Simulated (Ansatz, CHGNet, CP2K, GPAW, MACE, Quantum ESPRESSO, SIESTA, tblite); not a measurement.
**Forces in random packing of Na45P55 (at. %) (65 atoms), program by program**

One geometry of random packing of Na45P55 (at. %) (65 atoms) is solved by several programs and methods. How far do their forces lie from a plane-wave PBE run?

Results are calculated, not measured.

### Step 1. The cell

The cell holds 65 atoms (29 Na and 36 P), with edges of 11.12, 11.12 and 11.12 Å. Recipe: 65 atoms (29 Na, 36 P) packed at random in a cube at 2.15 g/cm³ and pushed apart as soft spheres; a start for melting by ab initio MD, not an equilibrated structure. Then every atom was moved at random, 0.05 Å r.m.s. a Cartesian component. The density is 2.15 g/cm³.

### Step 2. The reference input

Quantum ESPRESSO 7.5: Kohn-Sham DFT, PBE, SSSP efficiency 1.3.0 pseudopotentials, plane waves. Its input, pw.in:

```
&control
  calculation = 'scf'
  pseudo_dir = './pseudo'
  outdir = './tmp'
  disk_io = 'none'
  tprnfor = .true.
  tstress = .true.
/
&system
  ibrav = 0
  nat = 65
  ntyp = 2
  ecutwfc = 45
  ecutrho = 360
  nosym = .true.
  occupations = 'smearing'
  smearing = 'fd'
  degauss = 0.003675
/
&electrons
  conv_thr = 3.3e-07
  electron_maxstep = 100
  mixing_beta = 0.2
  mixing_mode = 'local-TF'
  diagonalization = 'david'
/
ATOMIC_SPECIES
Na 22.990 Na.upf
P 30.974 P.upf
CELL_PARAMETERS angstrom
11.11950 0.00000 0.00000
0.00000 11.11950 0.00000
0.00000 0.00000 11.11950
ATOMIC_POSITIONS crystal
Na 0.96906 0.77913 0.04266
Na 0.43205 0.02577 0.61207
Na 0.94372 0.06404 0.03190
Na 0.21000 0.99836 0.19498
[... 59 atom lines left out ...]
P 0.15473 0.57954 0.54617
P 0.20507 0.40721 0.23649
K_POINTS gamma
```

```console
$ OMP_NUM_THREADS=1 mpirun -np 4 pw.x -in pw.in > output.txt
```

It took 2.7 min on 4 MPI ranks of Arm Neoverse V1, shared host; peak memory 3.2 GiB; 11 min of CPU time.

It converged with an r.m.s. force component of 0.78 eV/Å and a pressure of 3.2 GPa.

### Step 3. The other programs

- CHGNet: machine-learned potential, published weights.
- CP2K 2026.2: Gaussian basis with GTH pseudopotentials and a plane-wave density; labels give functional, basis (MOLOPT sets; SR short-range, UZH the newer set with its own potentials), grid cutoff/relative cutoff and solver (OT: orbital transformation; TRS4, TC2, SIGN: linear-scaling purification with its sparsity filter), or its built-in tight binding.
- GPAW 26.7.0: PAW with atomic orbitals (LCAO), plane waves or a real-space grid of spacing h.
- MACE: machine-learned potential, published weights.
- Quantum ESPRESSO 7.5: plane waves; labels (QE) give functional, pseudopotential set and cutoffs of waves/density.
- SIESTA 5.4.2: numerical atomic orbitals, whose automatically made sets are far from complete, with PseudoDojo norm-conserving potentials that we converted to its format (checked against plane waves on the same files for H, C, O, Si, Ge and Ca alone); labels give functional, basis size, energy shift and mesh cutoff.
- tblite 0.8.0: extended tight binding, driven from Python.

All use the same cell and atoms, and the electronic-structure runs the same k-mesh.

### Step 4. Side by side

Differences are against the reference: forces as r.m.s. over components, share as that over the reference's r.m.s. force, slope as the fitted ratio of a run's forces to the reference's.

```csv
run,"Δ force, r.m.s. (meV/Å)",share (%),slope,Δ pressure (GPa),cores,CPU time,memory (GiB)
reference,-,-,-,-,4,11 min,3.2
CHGNet 0.3.0 potential,357,45.5,1.126,-0.0705,1,4.7 s,0.69
"CP2K PBE, DZVP-MOLOPT-SR, 1200/20 Ry, diagonalisation (coarse)",425,54.2,0.992,2.31,1,5.9 min,10
"CP2K PBE, DZVP-MOLOPT-SR, 1200/50 Ry, diagonalisation",108,13.7,1.008,0.231,1,7 min,10
"CP2K PBE, DZVP-MOLOPT-SR, 420/50 Ry, diagonalisation (coarse)",424,54.1,0.960,0.483,2,3.6 min,2.6
"CP2K PBE, DZVP-MOLOPT-SR, 600/50 Ry, diagonalisation (coarse)",338,43.0,1.042,0.419,2,4.6 min,4.7
"GPAW PBE, grid h 0.18 Å",13.1,1.67,0.995,-,4,14 min,3.2
MACE MP-0b2 small potential,276,35.2,0.932,-1.18,1,8.9 s,0.66
MACE MPA-0 medium potential,188,24.0,0.976,-0.237,1,9.8 s,0.74
"QE PBE, sssp-1.3.0-efficiency, 25/200 Ry (coarse)",8.57,1.09,0.993,-18.3,2,4.4 min,1.3
"SIESTA PBE, DZP, shift 0.01 Ry, mesh 500 Ry",90.0,11.5,1.005,0.220,2,8.8 min,2.1
"SIESTA PBE, TZP, shift 0.01 Ry, mesh 500 Ry",89.9,11.5,0.999,0.0044,2,11 min,2.4
"SIESTA revPBE, PBE potentials, DZP, shift 0.01 Ry, mesh 500 Ry",86.2,11.0,1.034,1.29,2,9.5 min,2.2
tblite GFN1-xTB,371,47.3,1.040,-3.82,1,5 s,0.12
```

Rows marked coarse were listed beforehand as settings not expected to be converged; some can still land near the reference.

Times of the machine-learned potentials are mostly Python's start and the loading of weights.

Runs without a result: CP2K GFN1-xTB, diagonalisation (not converged); GPAW PBE, LCAO dzp, h 0.2 Å (cut off at its time limit); GPAW PBE, LCAO szp(dzp), h 0.2 Å (cut off at its time limit); GPAW PBE, LCAO dzp, h 0.15 Å (cut off at its time limit); GPAW PBE, LCAO dzp, h 0.2 Å, other mixer settings (cut off at its time limit).

CPU time is summed over cores on shared hosts, so it is rough.

### Step 5. What came out

Forces lie from 1.1 % (QE PBE, sssp-1.3.0-efficiency, 25/200 Ry, coarse) to 54 % (CP2K PBE, DZVP-MOLOPT-SR, 1200/20 Ry, diagonalisation, coarse) of the reference's r.m.s. force of 0.78 eV/Å away from it. Other PBE runs on plane waves or a grid: GPAW PBE, grid h 0.18 Å 1.7 % of the r.m.s. force; the reference has errors of its own, so differences under a few per cent don't tell which side is nearer the exact PBE result. The PBE runs in local orbitals, coarse settings apart, differ by 11 % (SIESTA PBE, TZP, shift 0.01 Ry, mesh 500 Ry) to 14 % (CP2K PBE, DZVP-MOLOPT-SR, 1200/50 Ry, diagonalisation); basis, grid and potentials can all enter. Tight binding differs by 47 % (tblite GFN1-xTB); it is another model, with fitted parameters of its own, and the xTB methods hold dispersion.

Machine-learned potentials differ by 24 % (MACE MPA-0 medium potential) to 45 % (CHGNet 0.3.0 potential); they were trained on other programs' data. Rows with another functional or a dispersion term differ by 11 % (SIESTA revPBE, PBE potentials, DZP, shift 0.01 Ry, mesh 500 Ry), which mixes the change of model with differences of basis and potentials, some of them made for another functional. Runs with settings chosen to be coarse differ by 1.1 % (QE PBE, sssp-1.3.0-efficiency, 25/200 Ry) to 54 % (CP2K PBE, DZVP-MOLOPT-SR, 1200/20 Ry, diagonalisation), their programs' other errors included. From CP2K PBE, DZVP-MOLOPT-SR, 420/50 Ry, diagonalisation to the finer CP2K PBE, DZVP-MOLOPT-SR, 1200/50 Ry, diagonalisation the share falls from 54 to 14 %. Pressures at PBE, coarse settings apart, lie +0.00 to +0.23 GPa from the reference's.

**Limits.** Periodic xTB results under one method name differ between programs and library versions. The potentials hold different valence shells: 441 electrons in the reference, 383 in GPAW; this bears on time and differences. The reference's pressure holds the uncorrected Pulay stress of its 45 Ry basis, so small pressure differences may be the reference's own error. The electron count is odd in these runs, and they have no spin polarisation, so the unpaired electron is spread evenly over both spins. Machine-learned potentials mimic data converged in k, so the reference's own k-point error enters their differences. The electron count is odd and the run has no spin polarisation, so levels at the top are partly filled by construction. The electronic-structure runs sample only Γ, in a cell whose shortest periodic width is 11 Å, which is coarse for a cell with partly filled levels. The reference's pressure of 3.2 GPa reflects the volume that the recipe set, positions that aren't this level's minimum and the basis. Where levels are smeared, the DFT runs use Fermi–Dirac occupations at 580 K (0.05 eV), and energies are free energies. The atoms were displaced at random, and shares hang on the size of the forces that this gives. The reference's cutoffs and mesh weren't converged further here.

[Logs are printed without paths, hosts, clocks, repeated set-up lines and the standing remarks that a program may print on its own settings, such as how far it seeks lower states.]

[Hosts, paths, dates, database ids (printed as entryN), source tags and the programs' standing remarks are cut or masked in the printed files.]

[Cells were taken only where this reference lay near another plane-wave run.]
